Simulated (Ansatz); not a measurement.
# CdF2: two-dimensional strain map

All numbers below come from DFT PBE, scalar-relativistic, plane waves, PAW in Ansatz. The runs took a 420 eV cutoff, a Γ-centred 8×8×8 mesh and Gaussian smearing (0.05 eV). No spin polarisation. Energies are free energies at this smearing, counted from the undisturbed cell; pressure is positive in compression.

The starting cell (as given, not relaxed at this level; it stands at 5.5 GPa):

```
Cd F
1.0
     0.00000    2.69400    2.69400
     2.69400    0.00000    2.69400
     2.69400    2.69400    0.00000
Cd F
1 2
Direct
  0.00000 0.00000 0.00000
  0.25000 0.25000 0.25000
  0.75000 0.75000 0.75000
```

The cell is strained by p along both x and y and by q along z, fractional coordinates fixed. Points are written (p, q).

Energy above the undisturbed cell in meV/atom (a dash: not computed):

```csv
p \ q,-0.030,-0.015,0.000,0.015,0.030
-0.030,82.4,63.0,47.8,36.5,29.1
-0.015,45.5,30.0,18.4,10.5,6.1
0.000,20.7,8.4,0.0,-4.9,-6.6
0.015,6.5,-2.8,-8.6,-11.0,-10.3
0.030,1.9,-4.9,-8.3,-8.6,-5.9
```

Pressure in GPa:

| p \ q | -0.030 | -0.015 | 0.000 | 0.015 | 0.030 |
| --- | --- | --- | --- | --- | --- |
| -0.030 | 18.8 | 16.2 | 13.7 | 11.5 | 9.4 |
| -0.015 | 13.7 | 11.4 | 9.3 | 7.3 | 5.5 |
| 0.000 | 9.3 | 7.3 | 5.5 | 3.7 | 2.2 |
| 0.015 | 5.5 | 3.8 | 2.1 | 0.7 | -0.7 |
| 0.030 | 2.2 | 0.7 | -0.7 | -2.0 | -3.2 |

Gap on the k-mesh in eV:

```
 p \ q  -0.030  -0.015  0.000  0.015  0.030
-0.030    3.43    3.37   3.29   3.21   3.12
-0.015    3.31    3.27   3.20   3.12   3.04
 0.000    3.18    3.14   3.10   3.03   2.96
 0.015    3.04    3.01   2.98   2.94   2.87
 0.030    2.87    2.87   2.85   2.82   2.78
```